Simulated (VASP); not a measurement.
# CdO (Fm-3m) in VASP: a series of runs, part 2 of 2

VASP 6.6.1. Earlier steps stand in the parts before.

### 3 Relaxation of cell and atoms, PBEsol

This run uses another cell than the first one, of 13.02 Å³/atom, 1.004 times its volume.

Contents of INCAR:

```
  ALGO = Normal
  EDIFF = 1E-7
  EDIFFG = -0.005
  ENCUT = 600
  GGA = PS
  IBRION = 2
  ISIF = 3
  ISMEAR = 0
  KPAR = 2
  LASPH = True
  LCHARG = False
  LREAL = False
  LWAVE = False
  NELM = 80
  NSW = 90
  PREC = Accurate
  SIGMA = 0.03
```

Contents of KPOINTS:

```
k-points
0
Gamma
  12 12 12
```

Contents of POSCAR:

```
CdO                                     
1.0
    0.0000000000      2.3523961159      2.3523961159
    2.3523961159     -0.0000000000      2.3523961159
    2.3523961159      2.3523961159     -0.0000000000
  Cd              O             
     1     1
Direct
     0.0000000000000000    0.0000000000000000    0.0000000000000000
     0.5000000000000000    0.5000000000000000    0.5000000000000000
```

Potentials or basis: VASP PAW PBE potentials, release 64 (Cd, O).

Run with:

```bash
$ cat potpaw_PBE.64/Cd/POTCAR potpaw_PBE.64/O/POTCAR > POTCAR
$ mpirun -np 2 vasp_std > vasp.out
```

OUTCAR:

```text
EDIFF = 1E-7
   EDIFFG = -0.005
   ENCUT = 600
   GGA = PS
   IBRION = 2
   ISIF = 3
   ISMEAR = 0
   LASPH = True
   LREAL = False
   NELM = 80
   NSW = 90
   PREC = Accurate

 ion  position               nearest neighbor table
   1  0.000  0.000  0.000-   2 2.35   2 2.35   2 2.35   2 2.35   2 2.35   2 2.35
   2  0.500  0.500  0.500-   1 2.35   1 2.35   1 2.35   1 2.35   1 2.35   1 2.35

  LATTYP: Found a face centered cubic cell.
 ALAT       =     4.7047922318

  Lattice vectors:

 A1 = (   0.0000000000,   2.3523961159,   2.3523961159)
 A2 = (   2.3523961159,   0.0000000000,   2.3523961159)
 A3 = (   2.3523961159,   2.3523961159,   0.0000000000)

Analysis of symmetry for initial positions (statically):
=====================================================================
 Subroutine PRICEL returns:
 Original cell was already a primitive cell.

 Routine SETGRP: Setting up the symmetry group for a
 face centered cubic supercell.

 Subroutine GETGRP returns: Found 48 space group operations
 (whereof 48 operations were pure point group operations)
 out of a pool of 48 trial point group operations.

The static configuration has the point symmetry O_h .

Analysis of symmetry for dynamics (positions and initial velocities):
=====================================================================
 Subroutine PRICEL returns:
 Original cell was already a primitive cell.

 Routine SETGRP: Setting up the symmetry group for a
 face centered cubic supercell.

 Subroutine GETGRP returns: Found 48 space group operations
 (whereof 48 operations were pure point group operations)
 out of a pool of 48 trial point group operations.

The dynamic configuration has the point symmetry O_h .

 Subroutine INISYM returns: Found 48 space group operations
 (whereof 48 operations are pure point group operations),
 and found     1 'primitive' translations

----------------------------------------------------------------------------------------

                                     Primitive cell

  volume of cell :      26.0352

  direct lattice vectors                    reciprocal lattice vectors
     0.000000000  2.352396116  2.352396116    -0.212549237  0.212549237  0.212549237
     2.352396116  0.000000000  2.352396116     0.212549237 -0.212549237  0.212549237
     2.352396116  2.352396116  0.000000000     0.212549237  0.212549237 -0.212549237

  length of vectors
     3.326790491  3.326790491  3.326790491     0.368146078  0.368146078  0.368146078

  position of ions in fractional coordinates (direct lattice)
     0.000000000  0.000000000  0.000000000
     0.500000000  0.500000000  0.500000000

  ion indices of the primitive-cell ions
   primitive index   ion index
                 1           1
                 2           2

----------------------------------------------------------------------------------------

 KPOINTS: k-points

Automatic generation of k-mesh.
 Grid dimensions read from file:
 generate k-points for:   12   12   12

 Generating k-lattice:

  Cartesian coordinates                     Fractional coordinates (reciprocal lattice)
    -0.017712436  0.017712436  0.017712436     0.083333333  0.000000000  0.000000000
[... 42 lines left out ...]
   number of dos      NEDOS =    301   number of ions     NIONS =      2
   total plane-waves  NPLWV =  21952
   dimension x,y,z NGX =    28 NGY =   28 NGZ =   28
   dimension x,y,z NGXF=    56 NGYF=   56 NGZF=   56
   ions per type =               1   1
   NGX,Y,Z   is equivalent  to a cutoff of  13.99, 13.99, 13.99 a.u.
   NGXF,Y,Z  is equivalent  to a cutoff of  27.98, 27.98, 27.98 a.u.
 SYSTEM =  unknown system
   PREC   = accura    normal or accurate (medium, high low for compatibility)
   ISTART =      0    job   : 0-new  1-cont  2-samecut
   ICHARG =      2    charge: 1-file 2-atom 10-const
   ISPIN  =      1    spin polarized calculation?
   LNONCOLLINEAR =      F non collinear calculations
   LSORBIT =      F    spin-orbit coupling
   LASPH  =      T    aspherical Exc in radial PAW
   ENCUT  =  600.0 eV  44.10 Ry    6.64 a.u.   6.64  6.64  6.64*2*pi/ulx,y,z
   NELM   =     80;   NELMIN=  2; NELMDL= -5     # of ELM steps
   EDIFF  = 0.1E-06   stopping-criterion for ELM
   LREAL  =      F    real-space projection
   EDIFFG = -.5E-02   stopping-criterion for IOM
   NSW    =     90    number of steps for IOM
   IBRION =      2    ionic relax: 0-MD 1-quasi-New 2-CG
   NFREE  =      1    steps in history (QN), initial steepest desc. (CG)
   ISIF   =      3    stress and relaxation
   ISYM   =      2    0-nonsym 1-usesym 2-fastsym
   POTIM  = 0.5000    time-step for ionic-motion
   TEBEG  =    0.0;   TEEND  =   0.0 temperature during run
   PSTRESS=    0.0 pullay stress
   NELECT =      18.0000    total number of electrons
   NUPDOWN=      -1.0000    fix difference up-down
   EMIN   =  10.00;   EMAX   =-10.00  energy-range for DOS
   EFERMI =   0.00;   METHOD = LEGACY
   ISMEAR =     0;   SIGMA  =   0.03  broadening in eV -4-tet -1-fermi 0-gaus
   EFERMI_NEDOS =   21; number of points for ismear=-14 and -15
   IALGO  =     38    algorithm
   IMIX   =      4    mixing-type and parameters
     AMIX     =   0.40;   BMIX     =  1.00
     AMIX_MAG =   1.60;   BMIX_MAG =  1.00
  volume/ion in A,a.u.               =      13.02        87.85
  Fermi-wavevector in a.u.,A,eV,Ry     =   1.447589  2.735546 28.511190  2.095513
  Thomas-Fermi vector in A             =   2.565526
   LORBIT       =      0    0 simple, 1 ext, 2 COOP (PROOUT), +10 PAW based schemes
   GGA     = PS    functional components
   LHFCALC =     F    Hartree Fock is set to
   AEXX    =    0.0000 exact exchange contribution
   IVDW    =     0    specifies the selected vdW correction
   LEPSILON=     F    determine dielectric tensor
   LRPA    =     F    only Hartree local field effects (RPA)
 conjugate gradient relaxation of ions
 non-spin polarized calculation
 Gauss-broadening in eV      SIGMA  =   0.03
  energy-cutoff  :      600.00
  volume of cell :       26.04
 maximum number of plane-waves:       893
   NGX = 13   NGY = 13   NGZ = 13

 number of electron      18.0000002 magnetization

 Free energy of the ion-electron system (eV)
  ---------------------------------------------------
  ext. energy  EPLUGINS =         0.00000000
  ---------------------------------------------------
  free energy    TOTEN  =        -8.50572274 eV

  energy without entropy =       -8.50567702  energy(sigma->0) =       -8.50569988

 E-fermi :   1.8753     XC(G=0): -11.9422

 val. band max:        1.8491208620   @ k =   0.5000   0.0000   0.0000
 cond. band min:       2.1416358662   @ k =   0.0833   0.0000   0.0000
 fundamental gap:      0.2925150043
 Fermi energy:         1.8752541965

 k-point     1 :       0.0000    0.0000    0.0000
  band No.  band energies     occupation
      1     -15.4488      2.00000
      2      -4.8051      2.00000
      3      -4.8051      2.00000
      4      -4.8051      2.00000
      5      -4.5027      2.00000
      6      -4.5027      2.00000
      7       0.5009      2.00000
      8       0.5009      2.00000
      9       0.5009      2.00000
     10       1.3096      2.00000
     11      16.6108      0.00000
     12      18.7063      0.00000
     13      18.7063      0.00000
[... 354 lines left out ...]
  band No.  band energies     occupation
      1     -14.6527      2.00000
      2      -5.5686      2.00000
      3      -5.2731      2.00000
      4      -5.1787      2.00000
      5      -4.2707      2.00000
      6      -4.2478      2.00000
      7      -1.8792      2.00000
      8       0.6436      2.00000
      9       1.5985      2.00000
     10       7.3846      0.00000
     11       8.7356      0.00000
     12      12.0176      0.00000
     13      14.0176      0.00000

 [... further k-points ...]

------------------------ aborting loop because EDIFF is reached ----------------------------------------

  FORCE on cell =-STRESS in cart. coord.  units (eV):
  Direction    XX          YY          ZZ          XY          YZ          ZX
  --------------------------------------------------------------------------------------
  -------------------------------------------------------------------------------------
  Total       -0.0028344     -0.0028344     -0.0028344     -0.0000000     -0.0000000      0.0000000
  in kB       -0.1744264     -0.1744264     -0.1744264     -0.0000000     -0.0000000      0.0000000
  external PRESSURE =      -0.1744264 kB  Pullay stress =       0.0000000 kB

 VOLUME and BASIS-vectors are now :
 -----------------------------------------------------------------------------
  energy-cutoff  :      600.00
  volume of cell :       26.04
      direct lattice vectors                 reciprocal lattice vectors
     0.000000000  2.352396116  2.352396116    -0.212549237  0.212549237  0.212549237
     2.352396116  0.000000000  2.352396116     0.212549237 -0.212549237  0.212549237
     2.352396116  2.352396116  0.000000000     0.212549237  0.212549237 -0.212549237

 POSITION                                       TOTAL-FORCE (eV/Angst)
 -----------------------------------------------------------------------------------
      0.00000      0.00000      0.00000        -0.000000     -0.000000      0.000000
      2.35240      2.35240      2.35240         0.000000      0.000000     -0.000000
 -----------------------------------------------------------------------------------
    total drift:                                0.000000      0.000000      0.000000

  FREE ENERGIE OF THE ION-ELECTRON SYSTEM (eV)
  ---------------------------------------------------
  free  energy   TOTEN  =        -8.5057227368 eV

  energy  without entropy=       -8.5056770159  energy(sigma->0) =       -8.50569988

 reached required accuracy - stopping structural energy minimisation
```

CONTCAR:

```text
CdO
   1.00000000000000
     0.0000000000000000    2.3523961159000000    2.3523961159000000
     2.3523961159000000    0.0000000000000000    2.3523961159000000
     2.3523961159000000    2.3523961159000000    0.0000000000000000
  Cd              O
     1     1
Direct
     0.0000000000000000    0.0000000000000000    0.0000000000000000
     0.5000000000000000    0.5000000000000000    0.5000000000000000

  0.00000000E+00  0.00000000E+00  0.00000000E+00
  0.00000000E+00  0.00000000E+00  0.00000000E+00
```

Run time: 7.6 s. Hardware: 2 MPI ranks of Intel Xeon 6975P-C (Granite Rapids), shared host; peak memory 0.16 GiB.

Results:

| Item | Value |
| --- | --- |
| Free energy | -8.5057 eV |
| Pressure after relaxing | 0.0 GPa |
| Band gap on the k mesh | none (metal or under the smearing width) |

Final structure:
```
Cd O
1.0
     0.00000    2.35240    2.35240
     2.35240    0.00000    2.35240
     2.35240    2.35240    0.00000
Cd O
1 1
Direct
  0.00000 0.00000 0.00000
  0.50000 0.50000 0.50000
```

Caveat: the relaxation stopped at its first step, so nothing moved; the PAW data sets were made with another functional, which shifts forces and pressure a little; this crystal is a semiconductor, whose small gap the functional closes, so the metal is an error of the method.

### 4 Relaxation of cell and atoms, PBEsol

Contents of INCAR:

```
SYSTEM = CdO
PREC = Accurate ; ENCUT = 600
EDIFF = 1E-6 ; ISMEAR = 0
SIGMA = 0.03 ; LREAL = .FALSE.
LASPH = .TRUE. ; NELM = 80
ALGO = Normal ; ISIF = 3
LWAVE = .FALSE. ; LCHARG = .FALSE.
GGA = PS ; IBRION = 2
NSW = 90 ; EDIFFG = -0.01
```

Contents of KPOINTS:

```
regular mesh
0
G
  12 12 12
  0 0 0
```

Contents of POSCAR:

```
CdO
1.0
    0.0000000000      2.3495000000      2.3495000000
    2.3495000000      0.0000000000      2.3495000000
    2.3495000000      2.3495000000      0.0000000000
Cd O
1 1
Direct
    0.0000000000      0.0000000000      0.0000000000
    0.5000000000      0.5000000000      0.5000000000
```

Potentials or basis: VASP PAW PBE potentials, release 64 (Cd, O).

Run with:

```bash
$ cat potpaw_PBE.64/Cd/POTCAR potpaw_PBE.64/O/POTCAR > POTCAR
$ mpirun -np 1 vasp_std > vasp.out
```

OUTCAR:

```text
SYSTEM = CdO
   PREC = Accurate
   ENCUT = 600
   EDIFF = 1E-6
   ISMEAR = 0
   LREAL = .FALSE.
   LASPH = .TRUE.
   NELM = 80
   ISIF = 3
   GGA = PS
   IBRION = 2
   NSW = 90
   EDIFFG = -0.01

 ion  position               nearest neighbor table
   1  0.000  0.000  0.000-   2 2.35   2 2.35   2 2.35   2 2.35   2 2.35   2 2.35
   2  0.500  0.500  0.500-   1 2.35   1 2.35   1 2.35   1 2.35   1 2.35   1 2.35

  LATTYP: Found a face centered cubic cell.
 ALAT       =     4.6990000000

  Lattice vectors:

 A1 = (   0.0000000000,   2.3495000000,   2.3495000000)
 A2 = (   2.3495000000,   0.0000000000,   2.3495000000)
 A3 = (   2.3495000000,   2.3495000000,   0.0000000000)

Analysis of symmetry for initial positions (statically):
=====================================================================
 Subroutine PRICEL returns:
 Original cell was already a primitive cell.

 Routine SETGRP: Setting up the symmetry group for a
 face centered cubic supercell.

 Subroutine GETGRP returns: Found 48 space group operations
 (whereof 48 operations were pure point group operations)
 out of a pool of 48 trial point group operations.

The static configuration has the point symmetry O_h .

Analysis of symmetry for dynamics (positions and initial velocities):
=====================================================================
 Subroutine PRICEL returns:
 Original cell was already a primitive cell.

 Routine SETGRP: Setting up the symmetry group for a
 face centered cubic supercell.

 Subroutine GETGRP returns: Found 48 space group operations
 (whereof 48 operations were pure point group operations)
 out of a pool of 48 trial point group operations.

The dynamic configuration has the point symmetry O_h .

 Subroutine INISYM returns: Found 48 space group operations
 (whereof 48 operations are pure point group operations),
 and found     1 'primitive' translations

[... 137 lines left out ...]
 Free energy of the ion-electron system (eV)
  ---------------------------------------------------
  ext. energy  EPLUGINS =         0.00000000
  ---------------------------------------------------
  free energy    TOTEN  =        -8.50538664 eV

  energy without entropy =       -8.50534101  energy(sigma->0) =       -8.50536382

------------------------ aborting loop because EDIFF is reached ----------------------------------------

  FORCE on cell =-STRESS in cart. coord.  units (eV):
  Direction    XX          YY          ZZ          XY          YZ          ZX
  --------------------------------------------------------------------------------------
  -------------------------------------------------------------------------------------
  Total        0.0857881      0.0857881      0.0857881      0.0000000      0.0000000      0.0000000
  in kB        5.2988488      5.2988488      5.2988488      0.0000000      0.0000000      0.0000000
  external PRESSURE =       5.2988488 kB  Pullay stress =       0.0000000 kB
[... 59 lines left out ...]
--------------------------------------- Ionic step        3  -------------------------------------------

 number of electron      18.0000002 magnetization

 Free energy of the ion-electron system (eV)
  ---------------------------------------------------
  ext. energy  EPLUGINS =         0.00000000
  ---------------------------------------------------
  free energy    TOTEN  =        -8.50554877 eV

  energy without entropy =       -8.50550305  energy(sigma->0) =       -8.50552591

 E-fermi :   1.8752     XC(G=0): -11.9422

 val. band max:        1.8490335739   @ k =   0.5000   0.0000   0.0000
 cond. band min:       2.1416214988   @ k =   0.0833   0.0000   0.0000
 fundamental gap:      0.2925879249
 Fermi energy:         1.8751672905

 k-point     1 :       0.0000    0.0000    0.0000
  band No.  band energies     occupation
      1     -15.4488      2.00000
      2      -4.8051      2.00000
      3      -4.8051      2.00000
      4      -4.8051      2.00000
      5      -4.5027      2.00000
      6      -4.5027      2.00000
      7       0.5008      2.00000
      8       0.5008      2.00000
      9       0.5008      2.00000
     10       1.3096      2.00000
     11      16.6110      0.00000
     12      18.7064      0.00000
     13      18.7064      0.00000
[... 354 lines left out ...]
  band No.  band energies     occupation
      1     -14.6528      2.00000
      2      -5.5686      2.00000
      3      -5.2732      2.00000
      4      -5.1787      2.00000
      5      -4.2707      2.00000
      6      -4.2478      2.00000
      7      -1.8792      2.00000
      8       0.6436      2.00000
      9       1.5984      2.00000
     10       7.3846      0.00000
     11       8.7356      0.00000
     12      12.0176      0.00000
     13      14.0176      0.00000

 [... further k-points ...]

------------------------ aborting loop because EDIFF is reached ----------------------------------------

  FORCE on cell =-STRESS in cart. coord.  units (eV):
  Direction    XX          YY          ZZ          XY          YZ          ZX
  --------------------------------------------------------------------------------------
  -------------------------------------------------------------------------------------
  Total        0.0004121      0.0004121      0.0004121      0.0000000      0.0000000      0.0000000
  in kB        0.0253595      0.0253595      0.0253595      0.0000000      0.0000000      0.0000000
  external PRESSURE =       0.0253595 kB  Pullay stress =       0.0000000 kB
[... 17 lines left out ...]
  FREE ENERGIE OF THE ION-ELECTRON SYSTEM (eV)
  ---------------------------------------------------
  free  energy   TOTEN  =        -8.5055487726 eV

  energy  without entropy=       -8.5055030509  energy(sigma->0) =       -8.50552591

 reached required accuracy - stopping structural energy minimisation
```

CONTCAR:

```text
CdO
   1.00000000000000
     0.0000000000000000    2.3523961159712967    2.3523961159712967
     2.3523961159712967    0.0000000000000000    2.3523961159712967
     2.3523961159712967    2.3523961159712967    0.0000000000000000
  Cd              O
     1     1
Direct
     0.0000000000000000    0.0000000000000000    0.0000000000000000
     0.5000000000000000    0.5000000000000000    0.5000000000000000

  0.00000000E+00  0.00000000E+00  0.00000000E+00
  0.00000000E+00  0.00000000E+00  0.00000000E+00
```

It took 37 s on 1 thread of Intel Xeon Platinum 8488C (Sapphire Rapids), shared host; peak memory 0.18 GiB.

What came out:

```yaml
Free_energy: -8.5055 eV
Relaxed_volume: 13.02 Å³/atom
Relaxed_cell: a = 3.327 Å, b = 3.327 Å, c = 3.327 Å, α = 60.00°, β = 60.00°, γ = 60.00°
Space_group_after_relaxing_to_0.05_Å: Fm-3m (No. 225)
Energy_gained_by_relaxing: 0.1 meV/atom
Ionic_steps: 3
Pressure_after_relaxing: 0.0 GPa
Band_gap_on_the_k_mesh: none (metal or under the smearing width)
```

The path:
| step | energy change (eV) | largest force (eV/Å) | pressure (GPa) | volume (Å³) |
| --- | --- | --- | --- | --- |
| 1 | 0.0000 | 0.0000 | 0.53 | 25.94 |
| 2 | -0.0001 | 0.0000 | -0.36 | 26.10 |
| 3 | -0.0002 | 0.0000 | 0.00 | 26.04 |

Final structure:
```
CELL_PARAMETERS angstrom
0.00000 2.35240 2.35240
2.35240 0.00000 2.35240
2.35240 2.35240 0.00000
ATOMIC_POSITIONS crystal
Cd 0.00000 0.00000 0.00000
O 0.50000 0.50000 0.50000
```

Caveat: the PAW data sets were made with another functional, which shifts forces and pressure a little; this crystal is a semiconductor, whose small gap the functional closes, so the metal is an error of the method. Zero-point motion and thermal expansion aren't in these numbers.
